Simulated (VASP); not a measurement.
# C (Fd-3m) in VASP: a series of runs, part 2 of 2

VASP 6.6.1.

## Step 4: Dielectric tensor, LDA

INCAR

```
SYSTEM = C
  ALGO = Normal
  EDIFF = 1E-8
  ENCUT = 800
  ISIF = 2
  ISMEAR = 0
  LASPH = .TRUE.
  LCHARG = .FALSE.
  LEPSILON = .TRUE.
  LREAL = .FALSE.
  LWAVE = .FALSE.
  NELM = 100
  PREC = Accurate
  SIGMA = 0.01
```

KPOINTS

```
k-points
0
G
  10 10 10
  0 0 0
```

POSCAR

```
C
1.0
    0.0000000000      1.7833700000      1.7833700000
    1.7833700000      0.0000000000      1.7833700000
    1.7833700000      1.7833700000      0.0000000000
C
2
Direct
    0.7500000000      0.7500000000      0.7500000000
    0.5000000000      0.5000000000      0.5000000000
```

Potentials or basis: VASP PAW LDA potentials, release 64 (C).

The run is started by

```
cat potpaw_LDA.64/C/POTCAR > POTCAR
mpirun -np 1 vasp_std > vasp.out
```

OUTCAR:

```text
SYSTEM = C
   EDIFF = 1E-8
   ENCUT = 800
   ISIF = 2
   ISMEAR = 0
   LASPH = .TRUE.
   LEPSILON = .TRUE.
   LREAL = .FALSE.
   NELM = 100
   PREC = Accurate

 Found     47 irreducible k-points:

 Following reciprocal coordinates:
            Coordinates               Weight
  0.000000  0.000000  0.000000      1.000000
  0.100000  0.000000  0.000000      8.000000
  0.200000  0.000000  0.000000      8.000000
  0.300000  0.000000  0.000000      8.000000
  0.400000  0.000000  0.000000      8.000000
  0.500000  0.000000  0.000000      4.000000
   k-points           NKPTS =     47   k-points in BZ     NKDIM =     47   number of bands    NBANDS=      8
   number of dos      NEDOS =    301   number of ions     NIONS =      2
   total plane-waves  NPLWV =  13824
   dimension x,y,z NGX =    24 NGY =   24 NGZ =   24
   dimension x,y,z NGXF=    48 NGYF=   48 NGZF=   48
   ions per type =               2
   NGX,Y,Z   is equivalent  to a cutoff of  15.82, 15.82, 15.82 a.u.
   NGXF,Y,Z  is equivalent  to a cutoff of  31.64, 31.64, 31.64 a.u.
 SYSTEM =  C
   PREC   = accura    normal or accurate (medium, high low for compatibility)
   ISTART =      0    job   : 0-new  1-cont  2-samecut
   ICHARG =      2    charge: 1-file 2-atom 10-const
   ISPIN  =      1    spin polarized calculation?
   LNONCOLLINEAR =      F non collinear calculations
   LSORBIT =      F    spin-orbit coupling
   LASPH  =      T    aspherical Exc in radial PAW
   ENCUT  =  800.0 eV  58.80 Ry    7.67 a.u.   5.82  5.82  5.82*2*pi/ulx,y,z
   NELM   =    100;   NELMIN=  2; NELMDL= -5     # of ELM steps
   EDIFF  = 0.1E-07   stopping-criterion for ELM
   LREAL  =      F    real-space projection
   EDIFFG = 0.1E-06   stopping-criterion for IOM
   NSW    =      0    number of steps for IOM
   IBRION =     -1    ionic relax: 0-MD 1-quasi-New 2-CG
   NFREE  =      0    steps in history (QN), initial steepest desc. (CG)
   ISIF   =      2    stress and relaxation
   ISYM   =      2    0-nonsym 1-usesym 2-fastsym
   POTIM  = 0.5000    time-step for ionic-motion
   TEBEG  =    0.0;   TEEND  =   0.0 temperature during run
   PSTRESS=    0.0 pullay stress
   NELECT =       8.0000    total number of electrons
   NUPDOWN=      -1.0000    fix difference up-down
   EMIN   =  10.00;   EMAX   =-10.00  energy-range for DOS
   EFERMI =   0.00;   METHOD = LEGACY
   ISMEAR =     0;   SIGMA  =   0.01  broadening in eV -4-tet -1-fermi 0-gaus
   EFERMI_NEDOS =   21; number of points for ismear=-14 and -15
   IALGO  =     38    algorithm
   IMIX   =      4    mixing-type and parameters
     AMIX     =   0.40;   BMIX     =  1.00
     AMIX_MAG =   1.60;   BMIX_MAG =  1.00
  volume/ion in A,a.u.               =       5.67        38.28
  Fermi-wavevector in a.u.,A,eV,Ry     =   1.457203  2.753714 28.891161  2.123440
  Thomas-Fermi vector in A             =   2.574032
   LORBIT       =      0    0 simple, 1 ext, 2 COOP (PROOUT), +10 PAW based schemes
   GGA     = CA    functional components
   LHFCALC =     F    Hartree Fock is set to
   AEXX    =    0.0000 exact exchange contribution
   IVDW    =     0    specifies the selected vdW correction
   LEPSILON=     T    determine dielectric tensor
   LRPA    =     F    only Hartree local field effects (RPA)
 non-spin polarized calculation
 Gauss-broadening in eV      SIGMA  =   0.01
  energy-cutoff  :      800.00
  volume of cell :       11.34
 maximum number of plane-waves:       596
[... 82 lines left out ...]
  Direction    XX          YY          ZZ          XY          YZ          ZX
  --------------------------------------------------------------------------------------
  -------------------------------------------------------------------------------------
  Total       -0.8704885     -0.8704885     -0.8704885     -0.0000000     -0.0000000     -0.0000000
  in kB     -122.9473733   -122.9473733   -122.9473733     -0.0000000     -0.0000000     -0.0000000
  external PRESSURE =    -122.9473733 kB  Pullay stress =       0.0000000 kB

 VOLUME and BASIS-vectors are now :
 -----------------------------------------------------------------------------
  energy-cutoff  :      800.00
  volume of cell :       11.34
      direct lattice vectors                 reciprocal lattice vectors
     0.000000000  1.783370000  1.783370000    -0.280368067  0.280368067  0.280368067
     1.783370000  0.000000000  1.783370000     0.280368067 -0.280368067  0.280368067
     1.783370000  1.783370000  0.000000000     0.280368067  0.280368067 -0.280368067

 POSITION                                       TOTAL-FORCE (eV/Angst)
 -----------------------------------------------------------------------------------
      2.67505      2.67505      2.67505         0.000000      0.000000      0.000000
      1.78337      1.78337      1.78337        -0.000000     -0.000000     -0.000000
 -----------------------------------------------------------------------------------
    total drift:                                0.000000      0.000000      0.000000

  FREE ENERGIE OF THE ION-ELECTRON SYSTEM (eV)
  ---------------------------------------------------
  free  energy   TOTEN  =       -20.2513571433 eV

  energy  without entropy=      -20.2513571433  energy(sigma->0) =      -20.25135714

 HEAD OF MICROSCOPIC STATIC DIELECTRIC TENSOR (INDEPENDENT PARTICLE, excluding Hartree and local field effects)
 ------------------------------------------------------
           5.992882     0.000000     0.000000
           0.000000     5.992882    -0.000000
           0.000000     0.000000     5.992882
 ------------------------------------------------------

 Free energy of the ion-electron system (eV)
  ---------------------------------------------------
  ---------------------------------------------------
  free energy    TOTEN  =        -0.15983179 eV

  energy without entropy =       -0.15983179

------------------------ aborting loop because EDIFF is reached ----------------------------------------

--------------------------------------- Ionic step        2  -------------------------------------------

------------------------ aborting loop because EDIFF is reached ----------------------------------------

--------------------------------------- Ionic step        3  -------------------------------------------

 Free energy of the ion-electron system (eV)
  ---------------------------------------------------
  ---------------------------------------------------
  free energy    TOTEN  =        -0.15983010 eV

  energy without entropy =       -0.15983010

------------------------ aborting loop because EDIFF is reached ----------------------------------------

 PIEZOELECTRIC TENSOR FIELD DIRECTION 3  (e Angst)
 -----------------------------------------------------------------------------
    -0.00002  0.00000  0.00000           ( -0.00000  0.00000  0.00000)
     0.00000 -0.00002  0.00000           (  0.00000 -0.00000  0.00000)
     0.00000  0.00000 -0.00040           (  0.00000  0.00000 -0.00001)

 PIEZOELECTRIC TENSOR FIELD DIRECTION 3  (C/m^2)
 -----------------------------------------------------------------------------
    -0.00003  0.00000  0.00000
     0.00000 -0.00003  0.00000
     0.00000  0.00000 -0.00056

 MACROSCOPIC STATIC DIELECTRIC TENSOR (including local field effects in DFT)
 ------------------------------------------------------
           5.812710     0.000000    -0.000000
           0.000000     5.812710     0.000000
           0.000000     0.000000     5.812710
 ------------------------------------------------------

 PIEZOELECTRIC TENSOR (including local field effects)  for field in x, y, z        (e  Angst)
          XX          YY          ZZ          XY          YZ          ZX
  --------------------------------------------------------------------------------
  x     0.00000     0.00000     0.00000     0.00000     0.00000     0.00000
  y    -0.00000    -0.00000    -0.00000     0.00000    -0.00000     0.00000
  z     0.00000     0.00000     0.00000     0.00000     0.00000     0.00000

 PIEZOELECTRIC TENSOR (including local field effects)  for field in x, y, z        (C/m^2)
          XX          YY          ZZ          XY          YZ          ZX
  --------------------------------------------------------------------------------
  x     0.00000     0.00000     0.00000     0.00000     0.00000     0.00000
  y    -0.00000    -0.00000    -0.00000     0.00000    -0.00000     0.00000
  z     0.00000     0.00000     0.00000     0.00000     0.00000     0.00000

 BORN EFFECTIVE CHARGES (including local field effects) (in |e|, cummulative output)
 ---------------------------------------------------------------------------------
 ion    1
    1    -0.00000     0.00000     0.00000
    2     0.00000     0.00000     0.00000
    3     0.00000    -0.00000    -0.00000
 ion    2
    1     0.00000    -0.00000    -0.00000
    2     0.00000    -0.00000     0.00000
    3    -0.00000     0.00000     0.00000
```

OSZICAR:

```text
N       E                     dE             d eps       ncg     rms          rms(c)
DAV:   1     0.756169002311E+01    0.75617E+01   -0.65014E+03   760   0.138E+03
DAV:   2    -0.208483210545E+02   -0.28410E+02   -0.26915E+02  1216   0.148E+02
DAV:   3    -0.210503621855E+02   -0.20204E+00   -0.20204E+00   808   0.164E+01
[... 14 lines left out ...]
RMM:   3    -0.154149246952E+00    0.23380E-02   -0.86682E-04  2547   0.273E-01    0.415E-01
RMM:   4    -0.159401735249E+00   -0.52525E-02   -0.12620E-03  2562   0.334E-01    0.322E-02
RMM:   5    -0.159811694810E+00   -0.40996E-03   -0.14442E-05  2601   0.357E-02    0.295E-03
RMM:   6    -0.159826755648E+00   -0.15061E-04   -0.95700E-08  2681   0.302E-03    0.149E-03
RMM:   7    -0.159829138038E+00   -0.23824E-05   -0.92959E-09  2693   0.104E-03    0.160E-04
RMM:   8    -0.159830201015E+00   -0.10630E-05   -0.29386E-10  2303   0.158E-04    0.302E-05
RMM:   9    -0.159830104511E+00    0.96504E-07    0.00000E+00  1278   0.318E-05    0.404E-06
```

It took 31 s on 1 thread of Intel Xeon Platinum 8559C (Emerald Rapids), shared host; peak memory 0.16 GiB.

The run converged, but some of its settings lie outside the range that counts as converged, so its numbers aren't taken as properties of the crystal.

Results:

```
Band gap on the k mesh                  : 4.14 eV, indirect (least direct gap 5.54 eV)
Electronic dielectric tensor (diagonal) : 5.81
Born charges (mean of the diagonal)     : C +0.00 e
```

## Step 5: Dielectric tensor, LDA

INCAR: that of step 4 with these lines changed.

```diff
@@ -3,3 +3,3 @@
   EDIFF = 1E-8
-  ENCUT = 800
+  ENCUT = 280
   ISIF = 2
```

KPOINTS

```
k-points
0
G
  4 4 4
  0 0 0
```

POSCAR is that of step 4.

Potentials or basis: VASP PAW LDA potentials, release 64 (C).

The run is started by

```
cat potpaw_LDA.64/C/POTCAR > POTCAR
mpirun -np 1 vasp_std > vasp.out
```

OUTCAR:

```text
SYSTEM = C
   EDIFF = 1E-8
   ENCUT = 280
   ISIF = 2
   ISMEAR = 0
   LASPH = .TRUE.
   LEPSILON = .TRUE.
   LREAL = .FALSE.
   NELM = 100
   PREC = Accurate

 Found      8 irreducible k-points:

 Following reciprocal coordinates:
            Coordinates               Weight
  0.000000  0.000000  0.000000      1.000000
  0.250000  0.000000  0.000000      8.000000
  0.500000  0.000000  0.000000      4.000000
  0.250000  0.250000  0.000000      6.000000
  0.500000  0.250000  0.000000     24.000000
 -0.250000  0.250000  0.000000     12.000000
   k-points           NKPTS =      8   k-points in BZ     NKDIM =      8   number of bands    NBANDS=      8
   number of dos      NEDOS =    301   number of ions     NIONS =      2
   total plane-waves  NPLWV =   2744
   dimension x,y,z NGX =    14 NGY =   14 NGZ =   14
   dimension x,y,z NGXF=    28 NGYF=   28 NGZF=   28
   ions per type =               2
   NGX,Y,Z   is equivalent  to a cutoff of   9.23,  9.23,  9.23 a.u.
   NGXF,Y,Z  is equivalent  to a cutoff of  18.46, 18.46, 18.46 a.u.
 SYSTEM =  C
   PREC   = accura    normal or accurate (medium, high low for compatibility)
   ISTART =      0    job   : 0-new  1-cont  2-samecut
   ICHARG =      2    charge: 1-file 2-atom 10-const
   ISPIN  =      1    spin polarized calculation?
   LNONCOLLINEAR =      F non collinear calculations
   LSORBIT =      F    spin-orbit coupling
   LASPH  =      T    aspherical Exc in radial PAW
   ENCUT  =  280.0 eV  20.58 Ry    4.54 a.u.   3.44  3.44  3.44*2*pi/ulx,y,z
   NELM   =    100;   NELMIN=  2; NELMDL= -5     # of ELM steps
   EDIFF  = 0.1E-07   stopping-criterion for ELM
   LREAL  =      F    real-space projection
   EDIFFG = 0.1E-06   stopping-criterion for IOM
   NSW    =      0    number of steps for IOM
   IBRION =     -1    ionic relax: 0-MD 1-quasi-New 2-CG
   NFREE  =      0    steps in history (QN), initial steepest desc. (CG)
   ISIF   =      2    stress and relaxation
   ISYM   =      2    0-nonsym 1-usesym 2-fastsym
   POTIM  = 0.5000    time-step for ionic-motion
   TEBEG  =    0.0;   TEEND  =   0.0 temperature during run
   PSTRESS=    0.0 pullay stress
   NELECT =       8.0000    total number of electrons
[... 141 lines left out ...]
 ------------------------------------------------------

 Free energy of the ion-electron system (eV)
  ---------------------------------------------------
  ---------------------------------------------------
  free energy    TOTEN  =        -0.20470023 eV

  energy without entropy =       -0.20470023

------------------------ aborting loop because EDIFF is reached ----------------------------------------

--------------------------------------- Ionic step        2  -------------------------------------------

------------------------ aborting loop because EDIFF is reached ----------------------------------------

--------------------------------------- Ionic step        3  -------------------------------------------

 Free energy of the ion-electron system (eV)
  ---------------------------------------------------
  ---------------------------------------------------
  free energy    TOTEN  =        -0.20470022 eV

  energy without entropy =       -0.20470022

------------------------ aborting loop because EDIFF is reached ----------------------------------------

 PIEZOELECTRIC TENSOR FIELD DIRECTION 3  (e Angst)
 -----------------------------------------------------------------------------
     0.00065  0.00000  0.00000           ( -0.00000  0.00000  0.00000)
     0.00000  0.00065  0.00000           (  0.00000 -0.00000  0.00000)
     0.00000  0.00000 -0.00149           (  0.00000  0.00000 -0.00000)

 PIEZOELECTRIC TENSOR FIELD DIRECTION 3  (C/m^2)
 -----------------------------------------------------------------------------
     0.00092  0.00000  0.00000
     0.00000  0.00092  0.00000
     0.00000  0.00000 -0.00211

 MACROSCOPIC STATIC DIELECTRIC TENSOR (including local field effects in DFT)
 ------------------------------------------------------
           7.190917    -0.000000     0.000000
           0.000000     7.190917    -0.000000
          -0.000000    -0.000000     7.190917
 ------------------------------------------------------

 PIEZOELECTRIC TENSOR (including local field effects)  for field in x, y, z        (e  Angst)
          XX          YY          ZZ          XY          YZ          ZX
  --------------------------------------------------------------------------------
  x     0.00000     0.00000     0.00000     0.00000    -0.00000     0.00000
  y     0.00000     0.00000     0.00000     0.00000     0.00000     0.00000
  z     0.00000     0.00000     0.00000     0.00000     0.00000     0.00000

 PIEZOELECTRIC TENSOR (including local field effects)  for field in x, y, z        (C/m^2)
          XX          YY          ZZ          XY          YZ          ZX
  --------------------------------------------------------------------------------
  x     0.00000     0.00000     0.00000     0.00000    -0.00000     0.00000
  y     0.00000     0.00000     0.00000     0.00000     0.00000     0.00000
  z     0.00000     0.00000     0.00000     0.00000     0.00000     0.00000

 BORN EFFECTIVE CHARGES (including local field effects) (in |e|, cummulative output)
 ---------------------------------------------------------------------------------
 ion    1
    1    -0.00000     0.00000     0.00000
    2     0.00000    -0.00000    -0.00000
    3     0.00000    -0.00000    -0.00000
 ion    2
    1     0.00000     0.00000    -0.00000
    2     0.00000     0.00000     0.00000
    3    -0.00000     0.00000     0.00000
```

Wall time 5.7 s (1 thread of Intel Xeon Platinum 8559C (Emerald Rapids), shared host); peak memory 0.1 GiB.

The run converged, but a check on its numbers failed (symmetry, net force, bounds or a known fault of this set-up), so they aren't taken as properties of the crystal.

Caveat: the k mesh is coarse (spacing up to 0.76 Å⁻¹), so the values aren't converged; the cutoff lies under the usual one of these potentials, so the numbers hold a large basis-set error.
